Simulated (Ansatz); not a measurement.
**LiCl: what symmetry allows forces and stress to be**

```yaml
crystal:
  lattice:
    - [-0.11462, 2.42578, 2.63986]
    - [2.39228, -0.11462, 2.63986]
    - [2.27766, 2.31116, 0.00000]
  atoms:
    - { symbol: Li, position: [0.04874, 0.04874, 0.95126] }
    - { symbol: Cl, position: [0.45126, 0.45126, 0.54874] }
```

These are results of DFT PBE, scalar-relativistic, plane waves, PAW (Ansatz), not measurements.

Cutoff 420 eV; k points 8×8×8 on the computed 2-atom cell (Γ-centred); Gaussian smearing, width 0.02 eV; no spin polarisation.

This distorted cell has space group C2, with 2 operations.

Problem. Without a calculation: in which directions can each atom feel a force?

Solution. A force must be left unchanged by every operation that keeps its atom in place, so it lies in the space that those operations leave fixed. Atoms that the group maps onto each other feel forces of one size.
```json
{"atom": "Li1", "site symmetry": "2", "operations at the site": "2", "equivalent to atom": "1", "allowed force (Cartesian)": "along (0.00, 0.00, 1.00)"}
{"atom": "Cl2", "site symmetry": "2", "operations at the site": "2", "equivalent to atom": "2", "allowed force (Cartesian)": "along (0.00, 0.00, 1.00)"}
```

That leaves 2 independent force components of 6, tied by 1 condition that the forces sum to zero, so 1 remains. A relaxation in this cell that keeps the symmetry moves the atoms in these directions alone.

Problem. And the stress tensor?

Solution. It must be invariant under the point group, which leaves 4 independent components: yz, xz vanish.

Problem. Do the computed values obey this?

Solution. Yes. Forces (eV/Å):
```
Li1  0.000  0.000 -0.831
Cl2  0.000  0.000  0.831
```

Stress (GPa, compression positive, xx yy zz yz xz xy): 6.00 5.40 12.48 0.00 0.00 3.64. The program imposes the same operations on density, forces and stress, so this confirms the analysis and is no independent test of the calculation.